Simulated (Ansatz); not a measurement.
Trial structure of Zr₃SiO₈, not yet relaxed:

```cif
data_structure
_symmetry_space_group_name_H-M 'P 1'
_symmetry_Int_Tables_number 1
_cell_length_a 5.1731
_cell_length_b 5.1731
_cell_length_c 5.1731
_cell_angle_alpha 90.000
_cell_angle_beta 90.000
_cell_angle_gamma 90.000
_cell_volume 138.44
loop_
_atom_site_label
_atom_site_type_symbol
_atom_site_fract_x
_atom_site_fract_y
_atom_site_fract_z
_atom_site_occupancy
Zr1 Zr 0.00000 0.00000 0.50000 1
Zr2 Zr 0.50000 0.00000 0.00000 1
Zr3 Zr 0.00000 0.50000 0.00000 1
Si1 Si 0.50000 0.50000 0.50000 1
O1 O 0.25000 0.25000 0.75000 1
O2 O 0.75000 0.25000 0.25000 1
O3 O 0.25000 0.75000 0.25000 1
O4 O 0.75000 0.75000 0.75000 1
O5 O 0.75000 0.75000 0.25000 1
O6 O 0.25000 0.75000 0.75000 1
O7 O 0.75000 0.25000 0.75000 1
O8 O 0.25000 0.25000 0.25000 1
```

These are results of DFT PBE, scalar-relativistic, plane waves, PAW in Ansatz, not measurements. Plane waves to 420 eV, a k mesh through Γ of 4×4×4 on the computed 12-atom cell and Gaussian smearing (0.10 eV); no spin polarisation.

Energies over the elements count from the elements' standard structures at the same level (O₂ as a molecule), with no fitted energy shifts.

Q: What does a single point on this coarse mesh give?

A: The pressure is -14.9 GPa (it wants to contract), the largest force is 0.96 eV/Å, and the energy is −2.68 eV/atom against the elements. The shortest distance is 2.24 Å.

Q: How much does it gain on relaxing, and where does it end?

A: Relaxing gains under 0.1 eV/atom (the start's value is from the coarse mesh, so the gain is rough) in 10 ionic steps and ends at −2.77 eV/atom on the finer mesh. The symmetry stays Pm-3m (No. 221). The volume per atom shrinks by 9.2 %, from 11.5 to 10.5 Å³. The shortest distance goes from 2.24 Å (Si–O and Zr–O) to 2.09 Å (Si–O). Conventional cell: a = 5.010 Å. Around Zr lie 8 O at 2.20 Å; Si has 8 O at 2.09 Å; O has 1 Si at 2.09 Å, 3 Zr at 2.20 Å, 3 O at 2.41 Å and 3 O at 2.60 Å.

The last run used an 8×8×8 mesh for its 12-atom cell and Gaussian smearing of 0.10 eV. The relaxation can't lower the symmetry of the start. Symmetry constrained the relaxation, so the result can be a saddle point. Another cell of Zr3SiO8 relaxed alike, in P-43m, lies 0.44 eV/atom lower, so this cell isn't the stable form at this level.
